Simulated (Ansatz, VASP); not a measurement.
## Ni: VASP beside Ansatz

```
Ni
1.0
     2.41130    0.00000    0.00000
    -1.20565    2.08825    0.00000
     0.00000    0.00000    4.07281
Ni
2
Direct
  0.33333 0.66667 0.25000
  0.66667 0.33333 0.75000
```

Change from the starting cell: x and y stretched by -1.5 %, z held.

Alike in both runs: task single point; functional LDA; k mesh 15 × 15 × 8; occupations fermi-dirac, width 0.08 eV; collinear spin.

|  | VASP | Ansatz |
| --- | --- | --- |
| version | VASP 6.6.1 | Ansatz 0.2.0 |
| potentials or method | VASP PAW LDA potentials, release 64 (Ni), cutoff 520 eV | all-electron LAPW, scalar-relativistic |

```csv
,VASP,Ansatz,Ansatz less VASP
pressure (GPa),-4.2,-4.1,+0.04
largest component of the traceless stress (GPa),5.30,5.33,+0.029
net moment per atom (μB),0.60,0.62,+0.024
size of the moment on the site where the two differ most (μB),0.60,0.64,+0.041
```

Site moments also hang on the region over which each program counts them. Ansatz ran all-electron here, so the differences hold the error of VASP's frozen core and of both bases.
